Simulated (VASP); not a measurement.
Input of a VASP 6.6.1 run:

INCAR

```
ALGO = Normal ; EDIFF = 1E-7
EDIFFG = -0.002 ; ENCUT = 520
GGA = PE ; IBRION = 2
ISIF = 3 ; ISMEAR = 0
IVDW = 12 ; LASPH = True
LCHARG = False ; LREAL = False
LWAVE = False ; NELM = 100
NSW = 80 ; PREC = Accurate
SIGMA = 0.02
```

File KPOINTS:

```
k-points
0
Gamma
  8 8 8
```

The input POSCAR:

```
InSb
1.0
    0.0000000000      3.2391000000      3.2391000000
    3.2391000000      0.0000000000      3.2391000000
    3.2391000000      3.2391000000      0.0000000000
In Sb
1 1
Direct
    0.0000000000      0.0000000000      0.0000000000
    0.2500000000      0.2500000000      0.2500000000
```

Potentials or basis: VASP PAW PBE potentials, release 64 (In_d, Sb).

Launch:

```bash
$ cat potpaw_PBE.64/In_d/POTCAR potpaw_PBE.64/Sb/POTCAR > POTCAR
$ mpirun -np 1 vasp_std > vasp.out
```

(1) Estimate the band gap on the k mesh.

(2) What does it give for the space group after relaxing (to 0.05 Å)?

Results:

(1) none (metal or under the smearing width).

(2) F-43m (No. 216).

Caveat: this crystal is a semiconductor, whose small gap the functional closes, so the metal is an error of the method.
